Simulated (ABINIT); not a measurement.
Runs of ABINIT 10.8.3 (patched build) on SnTe. It takes space group Fm-3m (No. 225, cubic). Conventional cell: a = 6.302 Å, b = 6.302 Å, c = 6.302 Å, α = 90.00°, β = 90.00°, γ = 90.00°. Around Te (site symmetry m-3m) lie 6 Sn at 3.15 Å. Sn (site symmetry m-3m) has 6 Te at 3.15 Å as nearest neighbours. 

| task | level | potentials or basis | k mesh | cutoff (eV) | fine-grid cutoff | V0 of scaled cells (Å³/atom) | B0 (GPa) |
| --- | --- | --- | --- | --- | --- | --- | --- |
| equation of state | PW91 | JTH PAW PBE v2.0 | 7 × 7 × 7 | 408 | 816.342 eV | 32.79 | 42 |
| equation of state | LDA | JTH PAW LDA v2.0 sp | 7 × 7 × 7 | 408 | 816.342 eV | 30.19 | (b) |
| equation of state | BLYP+D3(BJ) | JTH PAW PBE v2.0 | 7 × 7 × 7 | 408 | 816.342 eV | (a) | 42 |
| equation of state | revPBE+D3 | JTH PAW PBE v2.0 | 7 × 7 × 7 | 408 | 816.342 eV | 32.24 | 43 |
| equation of state | PBE+D3(BJ) | JTH PAW PBE v2.0 | 7 × 7 × 7 | 408 | 816.342 eV | (c) | 45 |

Alike in all rows: no spin polarisation; cell as given; smearing fermi-dirac 0.05 eV.

Task: Fill in the values left out.

Result: (a) 31.97; (b) 51; (c) 31.32.

Caveats: pressures at fixed basis lie under the slope of the energies; the PAW data sets were made with another functional, which shifts forces and pressure a little (some runs); this set keeps more shells in the core, which shifts pressures and gaps (some runs).

Not every run made on this cell is shown here.
